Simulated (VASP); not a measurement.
Method: PBEsol GGA, VASP's PBE PAW potentials (set 64) (plane waves; VASP).

A VASP calculation is set up with these files.

POSCAR:
```
ZrO2
1.0
  3.5874874174   0.0000000000   0.0000000000
  0.0000000000   3.5874874174   0.0000000000
  0.0000000000   0.0000000000   5.1794327847
Zr O
2 4
direct
  0.0000000000   0.0000000000   0.0000000000
  0.5000000000   0.5000000000   0.5000000000
  1.0000000000   0.5000000000   0.2979691929
  0.0000000000   0.5000000000   0.7979691929
  0.5000000000   0.0000000000   0.2020308071
  0.5000000000   0.0000000000   0.7020308071
```

**INCAR**
```
SYSTEM = ZrO2
PREC = Accurate
ENCUT = 520
EDIFF = 1E-7
NELM = 100
ALGO = Normal
LREAL = .FALSE.
LASPH = .TRUE.
ISMEAR = -5
GGA = PS
LMAXMIX = 4
LWAVE = .FALSE.
LCHARG = .TRUE.
LORBIT = 11
NEDOS = 601
ISIF = 2
```

KPOINTS:
```
Automatic mesh
0
Gamma
7 7 5
0 0 0
```

POTCAR, in this order: Zr_sv O (PBE.64 set). Program: vasp_std.

Output

**OUTCAR**
```
 ion  position               nearest neighbor table
   1  0.000  0.000  0.000-   4 2.08   5 2.08   4 2.08   5 2.08   3 2.37   3 2.37   6 2.37   6 2.37
                             2 3.63   2 3.63   2 3.63   2 3.63   2 3.63   2 3.63   2 3.63   2 3.63
   2  0.500  0.500  0.500-   3 2.08   6 2.08   6 2.08   3 2.08   5 2.37   5 2.37   4 2.37   4 2.37
                             1 3.63   1 3.63   1 3.63   1 3.63   1 3.63   1 3.63   1 3.63   1 3.63
   3  0.000  0.500  0.298-   2 2.08   2 2.08   1 2.37   1 2.37
   4  0.000  0.500  0.798-   1 2.08   1 2.08   2 2.37   2 2.37
   5  0.500  0.000  0.202-   1 2.08   1 2.08   2 2.37   2 2.37
   6  0.500  0.000  0.702-   2 2.08   2 2.08   1 2.37   1 2.37
  LATTYP: Found a simple tetragonal cell.
 ALAT       =     3.5874874174
 C/A-ratio  =     1.4437493940
 Subroutine PRICEL returns:
 Original cell was already a primitive cell.
 Subroutine GETGRP returns: Found 16 space group operations
The static configuration has the point symmetry D_2d.
 The point group associated with its full space group is D_4h.
The dynamic configuration has the point symmetry D_2d.
 Subroutine INISYM returns: Found 16 space group operations
 Subroutine IBZKPT returns following result:
 Found     30 irreducible k-points:

 Following reciprocal coordinates:
            Coordinates               Weight
  0.000000  0.000000  0.000000      1.000000
  0.142857  0.000000  0.000000      4.000000
  0.285714  0.000000  0.000000      4.000000
  0.428571  0.000000  0.000000      4.000000
  0.142857  0.142857  0.000000      4.000000
  0.285714  0.142857  0.000000      8.000000
  0.428571  0.142857  0.000000      8.000000
  0.285714  0.285714  0.000000      4.000000
  0.428571  0.285714  0.000000      8.000000
  0.428571  0.428571  0.000000      4.000000
  0.000000  0.000000  0.200000      2.000000
  0.142857  0.000000  0.200000      8.000000
  0.285714  0.000000  0.200000      8.000000
  0.428571  0.000000  0.200000      8.000000
  0.142857  0.142857  0.200000      8.000000
  0.285714  0.142857  0.200000     16.000000
...
```

### OSZICAR
```
       N       E                     dE             d eps       ncg     rms          rms(c)
DAV:   1     0.454948368583E+03    0.45495E+03   -0.27941E+04  1680   0.176E+03
DAV:   2    -0.409898264729E+02   -0.49594E+03   -0.48410E+03  2248   0.459E+02
DAV:   3    -0.697330803036E+02   -0.28743E+02   -0.28642E+02  2424   0.107E+02
DAV:   4    -0.711999822843E+02   -0.14669E+01   -0.14661E+01  2444   0.198E+01
DAV:   5    -0.712325946675E+02   -0.32612E-01   -0.32609E-01  2120   0.271E+00    0.383E+01
DAV:   6    -0.600227670802E+02    0.11210E+02   -0.62970E+01  1964   0.515E+01    0.172E+01
DAV:   7    -0.600230717908E+02   -0.30471E-03   -0.43497E+00  2332   0.128E+01    0.873E+00
DAV:   8    -0.599748831957E+02    0.48189E-01   -0.31989E-01  1924   0.437E+00    0.112E+00
DAV:   9    -0.599740519941E+02    0.83120E-03   -0.55472E-02  2096   0.130E+00    0.459E-01
DAV:  10    -0.599742206861E+02   -0.16869E-03   -0.17402E-02  1920   0.102E+00    0.237E-01
DAV:  11    -0.599740481559E+02    0.17253E-03   -0.30780E-03  1796   0.406E-01    0.114E-01
DAV:  12    -0.599740099413E+02    0.38215E-04   -0.23801E-04  1928   0.110E-01    0.190E-02
DAV:  13    -0.599740118638E+02   -0.19225E-05   -0.35882E-05  2236   0.365E-02    0.753E-03
DAV:  14    -0.599740118576E+02    0.61791E-08   -0.97811E-07  1716   0.644E-03
   1 F= -.59974012E+02 E0= -.59974012E+02  d E =0.000000E+00
```

OUTCAR:
```
------------------------ aborting loop because EDIFF is reached ----------------------------------------
  FORCE on cell =-STRESS in cart. coord.  units (eV):
  Direction    XX          YY          ZZ          XY          YZ          ZX
  --------------------------------------------------------------------------------------
  Total       -0.0543382     -0.0543382     -0.0830665      0.0000000      0.0000000      0.0000000
  in kB       -1.3060297     -1.3060297     -1.9965198      0.0000000      0.0000000      0.0000000
  external PRESSURE =      -1.5361931 kB  Pullay stress =       0.0000000 kB
  volume of cell :       66.66
      direct lattice vectors                 reciprocal lattice vectors
     3.587487417  0.000000000  0.000000000     0.278746622  0.000000000  0.000000000
     0.000000000  3.587487417  0.000000000     0.000000000  0.278746622  0.000000000
     0.000000000  0.000000000  5.179432785     0.000000000  0.000000000  0.193071335
 POSITION                                       TOTAL-FORCE (eV/Angst)
 -----------------------------------------------------------------------------------
      0.00000      0.00000      0.00000         0.000000      0.000000      0.000000
      1.79374      1.79374      2.58972         0.000000     -0.000000      0.000000
      0.00000      1.79374      1.54331         0.000000     -0.000000     -0.001618
      0.00000      1.79374      4.13303        -0.000000     -0.000000     -0.001618
      1.79374      0.00000      1.04640         0.000000      0.000000      0.001618
      1.79374      0.00000      3.63612         0.000000     -0.000000      0.001618
 -----------------------------------------------------------------------------------
    total drift:                                0.000000      0.000000      0.000000
  FREE ENERGIE OF THE ION-ELECTRON SYSTEM (eV)
  ---------------------------------------------------
  free  energy   TOTEN  =       -59.9740118576 eV

  energy  without entropy=      -59.9740118576  energy(sigma->0) =      -59.97401186

 total charge

# of ion       s       p       d       tot
------------------------------------------
    1        2.182   6.052   1.399   9.632
    2        2.182   6.052   1.399   9.632
    3        1.561   3.519   0.000   5.080
    4        1.561   3.519   0.000   5.080
    5        1.561   3.519   0.000   5.080
    6        1.561   3.519   0.000   5.080
--------------------------------------------------
tot         10.607  26.180   2.797  39.584
```
(Selected blocks of OUTCAR.)

The structure comes from a computed database's ZrO2 entry (P4_2/nmc); how it stands against other phases isn't given here. It was relaxed first.
